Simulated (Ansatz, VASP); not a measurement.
**GaN: VASP beside Ansatz**

Contents of INCAR:

```
PREC = Accurate ; ENCUT = 520
EDIFF = 1E-6 ; ISMEAR = 0
SIGMA = 0.01 ; LREAL = F
LASPH = T ; NELM = 80
ALGO = Normal ; ISIF = 2
LWAVE = F ; LCHARG = T
GGA = PE ; LELF = T
LVHAR = T ; NBANDS = 16
```

The input KPOINTS:

```
regular mesh
0
Gamma
  8 8 8
```

File POSCAR:

```
GaN
1.0
    0.0000000000      2.2277540246      2.2277540246
    2.2277540246      0.0000000000      2.2277540246
    2.2277540246      2.2277540246      0.0000000000
Ga N
1 1
Direct
    0.0000000000      0.0000000000      0.0000000000
    0.2500000000      0.2500000000      0.2500000000
```

Input for Ansatz:

```yaml
crystal:
  lattice:
    - [0.0, 2.2277540246, 2.2277540246]
    - [2.2277540246, 0.0, 2.2277540246]
    - [2.2277540246, 2.2277540246, 0.0]
  atoms:
    - { symbol: Ga, position: [0.0, 0.0, 0.0] }
    - { symbol: "N", position: [0.25, 0.25, 0.25] }
kpoints:
  mp_grid: { grid: [8, 8, 8] }
hamiltonian:
  xc: pbe
scf:
  occupations: { method: fixed }
  n_extra_bands: 4
output:
  forces: true
  stress: true
  eigenvalues: true
```

Alike in both runs: task single point; functional PBE; k mesh 8 × 8 × 8; no spin polarisation.

|  | VASP | Ansatz |
| --- | --- | --- |
| version | VASP 6.6.1 | Ansatz 0.2.0 |
| potentials or method | VASP PAW PBE potentials, release 64 (Ga_d, N) | plane waves, PAW |
| plane-wave cutoff (eV) | 520 | 420 |
| occupations | gaussian, width 0.01 eV | fixed |
| valence electrons in the cell | 18 | 18 |

Ansatz gave:

```
gap on the k mesh at the Fermi level (eV) : 1.94
pressure (GPa)                            : 12.2
```

Question: Which values does VASP return?

Answer: gap on the k mesh at the Fermi level (eV): 1.95; pressure (GPa): 12.2.

As with any semilocal functional, this PBE gap is likely too small.
